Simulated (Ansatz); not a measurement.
# Ge: a trial structure relaxed

The task: take a trial cell of Ge to zero force and stress.

Program: Ansatz 0.2.0. Level of theory: DFT PBE, scalar-relativistic, plane waves, PAW. These are calculated values, not measurements.

### 1 Starting point

The structure is tetragonal, space group I4_1/amd (No. 141). Conventional cell: a = 6.999 Å, b = 6.999 Å, c = 2.525 Å, α = 90.00°, β = 90.00°, γ = 90.00°. Ge (site symmetry 2/m) is surrounded by 6 Ge at 2.52 to 2.55 Å.

As a file:

```
Ge
1.0
    -3.49933    3.49933    1.26236
     3.49933   -3.49933    1.26236
     3.49933    3.49933   -1.26236
Ge
4
Direct
  0.37500 0.62500 0.75000
  0.87500 0.62500 0.25000
  0.37500 0.12500 0.75000
  0.37500 0.62500 0.25000
```

A structure generator made this guess: 6-connected net of one element (I4_1/amd, No. 141). Lengths come from tabulated atomic sizes and are only a guess.

### 2 Probe: one point on a coarse mesh

input.yaml reads:

```yaml
crystal:
  lattice:
    - [-3.49933415, 3.49933415, 1.26236336]
    - [3.49933415, -3.49933415, 1.26236336]
    - [3.49933415, 3.49933415, -1.26236336]
  atoms:
    - { symbol: Ge, position: [0.375, 0.625, 0.75] }
    - { symbol: Ge, position: [0.875, 0.625, 0.25] }
    - { symbol: Ge, position: [0.375, 0.125, 0.75] }
    - { symbol: Ge, position: [0.375, 0.625, 0.25] }
basis:
  ecutwfc: 420
kpoints:
  mp_grid: { grid: [8, 8, 8] }
hamiltonian:
  xc: pbe
scf:
  occupations: { method: gaussian, width: 0.1 }
  lower_state_search: "off"
output:
  forces: true
  stress: true
  eigenvalues: true
```

Command:

```bash
ansatz run input.yaml --threads 1 --pin off --max-ram 2560MiB --backend cpu --events-out ev --progress --plain --runs-dir out
```

The program printed, cut to the lines that bear on the results:

```text
[...]
SCF converged after 6 iterations
Free energy (F): -17177.350106 eV
[...]
E sigma→0 (E₀):  -17177.346155 eV
Entropy (-TS):   -0.007902 eV (-1.975 meV/atom)
Fermi energy:    14.365203 eV
[...]
--- Forces (eV/Å), atoms counted from 1 ---
  atom   1  Ge     0.00000000    -0.00000000    -0.00000000
  atom   2  Ge     0.00000000    -0.00000000     0.00000000
  atom   3  Ge     0.00000000     0.00000000    -0.00000000
  atom   4  Ge     0.00000000     0.00000000    -0.00000000
[...]
--- Stress (GPa, compression-positive) ---
       25.066772       0.000000      -0.000000
        0.000000      25.066772       0.000000
        0.000000       0.000000      35.374500
  P = ⅓ Tr σ = 28.5027 GPa (285.027 kbar)
--- Band table (eV; the first three rows and the last of 59) ---
[...]
```

It took 6.5 s on 1 thread of Arm Neoverse V1, shared host; peak memory 0.36 GiB.

The probe gives pressure 28.5 GPa, largest force 0.00 eV/Å, gap on this mesh none (metal). A guess like this is first relaxed loosely on the coarse mesh.

(Part 1 of 3 ends here.)
